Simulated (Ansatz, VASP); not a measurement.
**One calculation of Ge2N, two programs**

File INCAR:

```
SYSTEM = Ge2N
PREC = Accurate ; ENCUT = 600
EDIFF = 1E-6 ; ISMEAR = 0
SIGMA = 0.1 ; LREAL = .FALSE.
LASPH = .TRUE. ; NELM = 100
ALGO = Normal ; ISIF = 3
LWAVE = .FALSE. ; LCHARG = .FALSE.
GGA = PE ; IBRION = 2
NSW = 90 ; EDIFFG = -0.04
```

The input KPOINTS:

```
regular mesh
0
G
  6 6 6
  0 0 0
```

Contents of POSCAR:

```
Ge2N
1.0
    0.0000000000      3.0593943800      3.0593943800
    3.0593943800      0.0000000000      3.0593943800
    3.0593943800      3.0593943800      0.0000000000
Ge N
2 1
Direct
    0.2500000000      0.2500000000      0.2500000000
    0.7500000000      0.7500000000      0.7500000000
    0.0000000000      0.0000000000      0.0000000000
```

Input for Ansatz:

```yaml
crystal:
  lattice:
    - [0.0, 3.05939438, 3.05939438]
    - [3.05939438, 0.0, 3.05939438]
    - [3.05939438, 3.05939438, 0.0]
  atoms:
    - { symbol: Ge, position: [0.25, 0.25, 0.25] }
    - { symbol: Ge, position: [0.75, 0.75, 0.75] }
    - { symbol: "N", position: [0.0, 0.0, 0.0] }
basis:
  ecutwfc: 420
kpoints:
  mp_grid: { grid: [6, 6, 6] }
hamiltonian:
  xc: pbe
scf:
  occupations: { method: gaussian, width: 0.1 }
  lower_state_search: "off"
output:
  forces: true
  stress: true
  eigenvalues: true
relax:
  adjacent_minimum: "off"
  f_tol: 0.04
  max_steps: 70
  cell: { stress_tol: 0.4 }
```

Alike in both runs: task relaxation of cell and atoms; functional PBE; k mesh 6 × 6 × 6; occupations gaussian, width 0.1 eV; no spin polarisation.

|  | VASP | Ansatz |
| --- | --- | --- |
| version | VASP 6.6.1 | Ansatz 0.2.0 |
| potentials or method | VASP PAW PBE potentials, release 64 (Ge_d, N) | scalar-relativistic, plane waves, PAW |
| plane-wave cutoff (eV) | 600 | 420 |
| valence electrons in the cell | 33 | 33 |

VASP gave:

- gap on the k mesh at the Fermi level, each at its own relaxed structure (eV): none
- relaxed volume (Å³/atom): 16.70
- relaxed cell length with the largest relative difference (Å): 4.138
- energy change over the relaxation (meV/atom): -62

Q: Estimate Ansatz's values.

A: gap on the k mesh at the Fermi level, each at its own relaxed structure (eV): none; relaxed volume (Å³/atom): 16.73; relaxed cell length with the largest relative difference (Å): 4.140; energy change over the relaxation (meV/atom): -62.

A gap of «none» marks a metal or a gap that the smearing closes.
